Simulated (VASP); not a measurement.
# TiSe2 in VASP: notebook, part 3 of 3

VASP 6.6.1. The steps go on from the part before.

## Step 4: Relaxation of cell and atoms, PBE

The COD entry that gives the cell may itself be a prediction, so a difference from it is no test against experiment.

This run uses another cell than the first one, of 76.46 Å³/atom, 1.042 times its volume.

Input file INCAR:

```
SYSTEM = TiSe2
ALGO = Normal
EDIFF = 1E-7
EDIFFG = -0.005
ENCUT = 600
GGA = PE
IBRION = 2
ISIF = 3
ISMEAR = 0
LASPH = .True.
LATTICE_CONSTRAINTS = .TRUE. .TRUE. .FALSE.
LCHARG = .False.
LREAL = .False.
LWAVE = .False.
NELM = 80
NSW = 90
PREC = Accurate
SIGMA = 0.03
```

Input file KPOINTS:

```
k-points
0
Gamma
  12 12 1
  0 0 0
```

Input file POSCAR:

```
TiSe2                                   
1.0
    3.5460546755      0.0000000000      0.0000000000
   -1.7730273378      3.0709734345      0.0000000000
    0.0000000000      0.0000000000     21.0644416000
  Se              Ti            
     2     1
Direct
     0.6666666699999979    0.3333333300000021    0.4266417914403495
     0.3333333300000021    0.6666666699999979    0.5733582085596505
     0.0000000000000000    0.0000000000000000    0.5000000000000000
```

Potentials or basis: VASP PAW PBE potentials, release 64 (Se, Ti_sv).

Command:

```bash
cat potpaw_PBE.64/Se/POTCAR potpaw_PBE.64/Ti_sv/POTCAR > POTCAR
mpirun -np 1 vasp_std > vasp.out
```

OUTCAR:

```text
SYSTEM = TiSe2
   EDIFF = 1E-7
   EDIFFG = -0.005
   ENCUT = 600
   GGA = PE
   IBRION = 2
   ISIF = 3
   ISMEAR = 0
   LASPH = .True.
   LREAL = .False.
   NELM = 80
   NSW = 90
   PREC = Accurate

 ion  position               nearest neighbor table
   1  0.667  0.333  0.427-   3 2.57   3 2.57   3 2.57
   2  0.333  0.667  0.573-   3 2.57   3 2.57   3 2.57
   3  0.000  0.000  0.500-   1 2.57   2 2.57   1 2.57   2 2.57   1 2.57   2 2.57

  LATTYP: Found a hexagonal cell.
 ALAT       =     3.5460546755
 C/A-ratio  =     5.9402472685

  Lattice vectors:

 A1 = (   3.5460546755,   0.0000000000,   0.0000000000)
 A2 = (  -1.7730273378,   3.0709734345,   0.0000000000)
 A3 = (   0.0000000000,   0.0000000000,  21.0644416000)

Analysis of symmetry for initial positions (statically):
=====================================================================
 Subroutine PRICEL returns:
 Original cell was already a primitive cell.

 Routine SETGRP: Setting up the symmetry group for a
 hexagonal supercell.

 Subroutine GETGRP returns: Found 12 space group operations
 (whereof 12 operations were pure point group operations)
 out of a pool of 24 trial point group operations.

The static configuration has the point symmetry D_3d.

Analysis of symmetry for dynamics (positions and initial velocities):
=====================================================================
 Subroutine PRICEL returns:
 Original cell was already a primitive cell.

 Routine SETGRP: Setting up the symmetry group for a
 hexagonal supercell.

 Subroutine GETGRP returns: Found 12 space group operations
 (whereof 12 operations were pure point group operations)
 out of a pool of 24 trial point group operations.

The dynamic configuration has the point symmetry D_3d.

 Subroutine INISYM returns: Found 12 space group operations
 (whereof 12 operations are pure point group operations),
 and found     1 'primitive' translations

----------------------------------------------------------------------------------------

                                     Primitive cell

  volume of cell :     229.3884

  direct lattice vectors                    reciprocal lattice vectors
     3.546054676  0.000000000  0.000000000     0.282003548  0.162814824  0.000000000
    -1.773027338  3.070973434  0.000000000     0.000000000  0.325629648  0.000000000
     0.000000000  0.000000000 21.064441600     0.000000000  0.000000000  0.047473369

  length of vectors
     3.546054676  3.546054678 21.064441600     0.325629649  0.325629648  0.047473369

  position of ions in fractional coordinates (direct lattice)
     0.666666670  0.333333330  0.426641791
     0.333333330  0.666666670  0.573358209
     0.000000000  0.000000000  0.500000000

  ion indices of the primitive-cell ions
   primitive index   ion index
                 1           1
                 2           2
                 3           3

----------------------------------------------------------------------------------------

 KPOINTS: k-points

Automatic generation of k-mesh.
 Grid dimensions read from file:
 generate k-points for:   12   12    1

 Generating k-lattice:

  Cartesian coordinates                     Fractional coordinates (reciprocal lattice)
     0.023500296  0.013567902  0.000000000     0.083333333  0.000000000  0.000000000
     0.000000000  0.027135804  0.000000000     0.000000000  0.083333333  0.000000000
     0.000000000  0.000000000  0.047473369     0.000000000  0.000000000  1.000000000

  Length of vectors
     0.027135804  0.027135804  0.047473369

  Shift w.r.t. Gamma in fractional coordinates (k-lattice)
     0.000000000  0.000000000  0.000000000

 Subroutine IBZKPT returns following result:
 ===========================================

 Found     19 irreducible k-points:

 Following reciprocal coordinates:
            Coordinates               Weight
  0.000000  0.000000  0.000000      1.000000
  0.083333  0.000000  0.000000      6.000000
  0.166667  0.000000  0.000000      6.000000
  0.250000  0.000000  0.000000      6.000000
  0.333333  0.000000  0.000000      6.000000
  0.416667  0.000000  0.000000      6.000000
[... 11 lines left out ...]
  0.333333  0.250000  0.000000     12.000000
  0.333333  0.333333  0.000000      2.000000
   k-points           NKPTS =     19   k-points in BZ     NKDIM =     19   number of bands    NBANDS=     16
   number of dos      NEDOS =    301   number of ions     NIONS =      3
   total plane-waves  NPLWV = 131712
   dimension x,y,z NGX =    28 NGY =   28 NGZ =  168
   dimension x,y,z NGXF=    56 NGYF=   56 NGZF=  336
   ions per type =               2   1
   NGX,Y,Z   is equivalent  to a cutoff of  13.13, 13.13, 13.26 a.u.
   NGXF,Y,Z  is equivalent  to a cutoff of  26.25, 26.25, 26.52 a.u.
 SYSTEM =  TiSe2
   PREC   = accura    normal or accurate (medium, high low for compatibility)
   ISTART =      0    job   : 0-new  1-cont  2-samecut
   ICHARG =      2    charge: 1-file 2-atom 10-const
   ISPIN  =      1    spin polarized calculation?
   LNONCOLLINEAR =      F non collinear calculations
   LSORBIT =      F    spin-orbit coupling
   LASPH  =      T    aspherical Exc in radial PAW
   ENCUT  =  600.0 eV  44.10 Ry    6.64 a.u.   7.08  7.08 42.07*2*pi/ulx,y,z
   NELM   =     80;   NELMIN=  2; NELMDL= -5     # of ELM steps
   EDIFF  = 0.1E-06   stopping-criterion for ELM
   LREAL  =      F    real-space projection
   EDIFFG = -.5E-02   stopping-criterion for IOM
   NSW    =     90    number of steps for IOM
   IBRION =      2    ionic relax: 0-MD 1-quasi-New 2-CG
   NFREE  =      1    steps in history (QN), initial steepest desc. (CG)
   ISIF   =      3    stress and relaxation
   ISYM   =      2    0-nonsym 1-usesym 2-fastsym
   POTIM  = 0.5000    time-step for ionic-motion
   TEBEG  =    0.0;   TEEND  =   0.0 temperature during run
   PSTRESS=    0.0 pullay stress
   NELECT =      24.0000    total number of electrons
   NUPDOWN=      -1.0000    fix difference up-down
   EMIN   =  10.00;   EMAX   =-10.00  energy-range for DOS
   EFERMI =   0.00;   METHOD = LEGACY
   ISMEAR =     0;   SIGMA  =   0.03  broadening in eV -4-tet -1-fermi 0-gaus
   EFERMI_NEDOS =   21; number of points for ismear=-14 and -15
   IALGO  =     38    algorithm
   IMIX   =      4    mixing-type and parameters
     AMIX     =   0.40;   BMIX     =  1.00
     AMIX_MAG =   1.60;   BMIX_MAG =  1.00
  volume/ion in A,a.u.               =      76.46       516.00
  Fermi-wavevector in a.u.,A,eV,Ry     =   0.771415  1.457763  8.096571  0.595081
  Thomas-Fermi vector in A             =   1.872828
   LORBIT       =      0    0 simple, 1 ext, 2 COOP (PROOUT), +10 PAW based schemes
   GGA     = PE    functional components
   LHFCALC =     F    Hartree Fock is set to
   AEXX    =    0.0000 exact exchange contribution
   IVDW    =     0    specifies the selected vdW correction
   LEPSILON=     F    determine dielectric tensor
   LRPA    =     F    only Hartree local field effects (RPA)
 conjugate gradient relaxation of ions
 non-spin polarized calculation
 Gauss-broadening in eV      SIGMA  =   0.03
  energy-cutoff  :      600.00
  volume of cell :      229.39
 maximum number of plane-waves:      7695
   NGX = 15   NGY = 15   NGZ = 85

 number of electron      24.0000000 magnetization

 Free energy of the ion-electron system (eV)
  ---------------------------------------------------
  ext. energy  EPLUGINS =         0.00000000
  ---------------------------------------------------
  free energy    TOTEN  =       -18.19655845 eV

  energy without entropy =      -18.19601951  energy(sigma->0) =      -18.19628898

 E-fermi :  -2.4974     XC(G=0):  -3.3542

 val. band max:       -2.5017493221   @ k =   0.5000   0.0000   0.0000
 cond. band min:      -2.4618092046   @ k =   0.4167   0.0000   0.0000
 fundamental gap:      0.0399401175
 Fermi energy:        -2.4973972226

 k-point     1 :       0.0000    0.0000    0.0000
  band No.  band energies     occupation
      1     -60.1618      2.00000
      2     -36.3841      2.00000
      3     -36.3660      2.00000
      4     -36.3660      2.00000
      5     -16.0694      2.00000
      6     -15.1500      2.00000
[... 338 lines left out ...]
      3     -36.4235      2.00000
      4     -36.3640      2.00000
      5     -14.5415      2.00000
      6     -14.5415      2.00000
[... 8 lines left out ...]
     15      -1.0637      0.00000
     16       0.3884      0.00000

------------------------ aborting loop because EDIFF is reached ----------------------------------------

  FORCE on cell =-STRESS in cart. coord.  units (eV):
  Direction    XX          YY          ZZ          XY          YZ          ZX
  --------------------------------------------------------------------------------------
  -------------------------------------------------------------------------------------
  Total        0.0020481      0.0020481     -0.0082006     -0.0000000      0.0000000      0.0000000
  in kB        0.0143052      0.0143052     -0.0572774     -0.0000000      0.0000000      0.0000000
  external PRESSURE =      -0.0095557 kB  Pullay stress =       0.0000000 kB

 VOLUME and BASIS-vectors are now :
 -----------------------------------------------------------------------------
  energy-cutoff  :      600.00
  volume of cell :      229.39
      direct lattice vectors                 reciprocal lattice vectors
     3.546054676  0.000000000  0.000000000     0.282003548  0.162814824  0.000000000
    -1.773027338  3.070973434  0.000000000     0.000000000  0.325629648  0.000000000
     0.000000000  0.000000000 21.064441600     0.000000000  0.000000000  0.047473369

 POSITION                                       TOTAL-FORCE (eV/Angst)
 -----------------------------------------------------------------------------------
      1.77303      1.02366      8.98697         0.000000     -0.000000      0.000076
     -0.00000      2.04732     12.07747        -0.000000      0.000000     -0.000076
      0.00000      0.00000     10.53222         0.000000      0.000000      0.000000
 -----------------------------------------------------------------------------------
    total drift:                               -0.000000      0.000000      0.000000

  FREE ENERGIE OF THE ION-ELECTRON SYSTEM (eV)
  ---------------------------------------------------
  free  energy   TOTEN  =       -18.1965584484 eV

  energy  without entropy=      -18.1960195083  energy(sigma->0) =      -18.19628898

 reached required accuracy - stopping structural energy minimisation
```

Run time: 80 s. Hardware: 1 thread of AMD EPYC 9R45 (Zen 5), shared host; peak memory 0.37 GiB.

What came out:

```
Free energy            : -18.1966 eV
Band gap on the k mesh : none (metal or under the smearing width)
```

Final structure:
```
Se Ti
1.0
     3.54605    0.00000    0.00000
    -1.77303    3.07097    0.00000
     0.00000    0.00000   21.06444
Se Ti
2 1
Direct
  0.66667 0.33333 0.42664
  0.33333 0.66667 0.57336
  0.00000 0.00000 0.50000
```

Levels at points of the mesh, in eV from the Fermi level:
```tsv
k point	band 9	band 10	band 11	band 12	band 13	band 14	band 15	band 16
(0.00, 0.00, 0.00)	-2.17	-1.36	0.46	0.46	0.48	0.48	0.83	3.48
(0.50, 0.00, 0.00)	-2.61	-2.28	-1.84	-1.05	0.00	1.33	1.70	3.36
```

Caveat: the relaxation stopped at its first step, so nothing moved.

## Step 5: Relaxation of cell and atoms, LDA

This run uses another cell than the first one, of 76.03 Å³/atom, 1.036 times its volume.

Input file INCAR:

```
ALGO     = Normal         # electronic algorithm
EDIFF    = 1E-6           # SCF threshold, eV
EDIFFG   = -0.01          # ionic threshold
ENCUT    = 600            # plane-wave cutoff, eV
IBRION   = 2              # ionic algorithm
ISIF     = 3              # what is computed and relaxed
ISMEAR   = 0              # smearing method
LASPH    = True           # aspherical terms in the spheres
LATTICE_CONSTRAINTS= .TRUE. .TRUE. .FALSE.
LCHARG   = False          # write CHGCAR
LREAL    = False          # projectors in reciprocal space
LWAVE    = False          # write WAVECAR
NELM     = 80             # most SCF steps
NSW      = 90             # ionic steps
PREC     = Accurate       # precision mode
SIGMA    = 0.03           # smearing width, eV
```

Input file KPOINTS:

```
k-points
0
Gamma
  12 12 1
```

Input file POSCAR:

```
TiSe2
1.0
    3.5360000000      0.0000000000      0.0000000000
   -1.7680000000      3.0622658300      0.0000000000
    0.0000000000      0.0000000000     21.0644416000
Se Ti
2 1
Direct
    0.6666666700      0.3333333300      0.4272603200
    0.3333333300      0.6666666700      0.5727396800
    0.0000000000      0.0000000000      0.5000000000
```

Potentials or basis: VASP PAW LDA potentials, release 64 (Se, Ti_sv).

Command:

```bash
cat potpaw_LDA.64/Se/POTCAR potpaw_LDA.64/Ti_sv/POTCAR > POTCAR
mpirun -np 1 vasp_std > vasp.out
```

It took 5.1 min on 1 thread of AMD EPYC 9R45 (Zen 5), shared host; peak memory 0.31 GiB.

It converged, with:

| Quantity | Value |
| --- | --- |
| Free energy | -20.1358 eV |
| Relaxed volume | 71.29 Å³/atom |
| Relaxed cell | a = 3.424 Å, b = 3.424 Å, c = 21.064 Å, α = 90.00°, β = 90.00°, γ = 120.00° |
| Space group after relaxing (to 0.05 Å) | P-3m1 (No. 164) |
| Energy gained by relaxing | 20.7 meV/atom |
| Ionic steps | 8 |
| Band gap on the k mesh | none (metal or under the smearing width) |

Step by step:
```csv
step,energy change (eV),largest force (eV/Å),pressure (GPa),volume (Å³)
1,0.0000,0.3830,-1.22,228.09
2,-0.0445,0.4637,0.71,213.53
3,-0.0534,0.2122,0.09,217.60
4,-0.0576,0.1703,0.08,216.35
5,-0.0618,0.0533,0.07,213.91
6,-0.0619,0.0303,0.07,213.43
7,-0.0618,0.0369,-0.09,214.34
8,-0.0620,0.0013,0.00,213.86
```

Final structure:
```xyz
3
Lattice="3.4239 0.0000 0.0000 -1.7120 2.9652 0.0000 0.0000 0.0000 21.0644" Properties=species:S:1:pos:R:3 pbc="T T T"
Se    1.7120    0.9884    8.9814
Se    0.0000    1.9768   12.0830
Ti    0.0000    0.0000   10.5322
```

Levels at points of the mesh, in eV from the Fermi level:
```csv
k point,band 10,band 11,band 12,band 13,band 14,band 15
"(0.00, 0.00, 0.00)",-1.56,0.60,0.60,0.82,0.84,0.84
"(0.50, 0.00, 0.00)",-2.24,-1.87,-0.83,-0.07,1.65,2.06
```

LDA usually gives volumes a few per cent too small. Zero-point motion and thermal expansion aren't in these numbers.

## Step 6: Overview

| level | potentials or basis | gap on the mesh (eV) |
| --- | --- | --- |
| PBE+D3(BJ) | VASP PAW PBE potentials, release 64 (Se, Ti_sv) | none |
| PBE | VASP PAW PBE potentials, release 64 (Se, Ti_sv) | none |
| LDA | VASP PAW LDA potentials, release 64 (Se, Ti_sv) | none |

Alike in all rows: task relaxation of cell and atoms; no spin polarisation; cell relaxed; k mesh 12 × 12 × 1; cutoff (eV) 600; smearing gaussian 0.03 eV.

Caveats: the relaxation stopped at its first step, so nothing moved (some runs).

Absolute energies hang on the potentials; compare differences alone.
